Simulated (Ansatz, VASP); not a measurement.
**GaN: VASP beside Ansatz**

```
CELL_PARAMETERS angstrom
0.00000 2.24895 2.23771
2.24895 0.00000 2.23771
2.24895 2.24895 0.00000
ATOMIC_POSITIONS crystal
Ga 0.00000 0.00000 0.00000
N 0.25000 0.25000 0.25000
```

Change from the starting cell: uniaxial_z strain -0.5%.

Alike in both runs: task single point; functional r2SCAN; k mesh 10 × 10 × 10; no spin polarisation.

```csv
,VASP,Ansatz
version,VASP 6.6.1,Ansatz 0.2.0
potentials or method,"VASP PAW PBE potentials, release 64 (Ga_d, N)","plane waves, PAW"
plane-wave cutoff (eV),520,500
occupations,"gaussian, width 0.01 eV",fixed
valence electrons in the cell,18,18
```

VASP gave:

| Quantity | Value |
| --- | --- |
| gap on the k mesh at the Fermi level (eV) | 2.18 |
| pressure (GPa) | 2.1 |
| largest component of the traceless stress (GPa) | 0.43 |

**Question.** Which values does Ansatz return?

**Answer.** gap on the k mesh at the Fermi level (eV): 2.19; pressure (GPa): 1.0; largest component of the traceless stress (GPa): 0.43.

Caveats: the PAW data sets were made with another functional, which shifts forces and pressure a little (VASP).
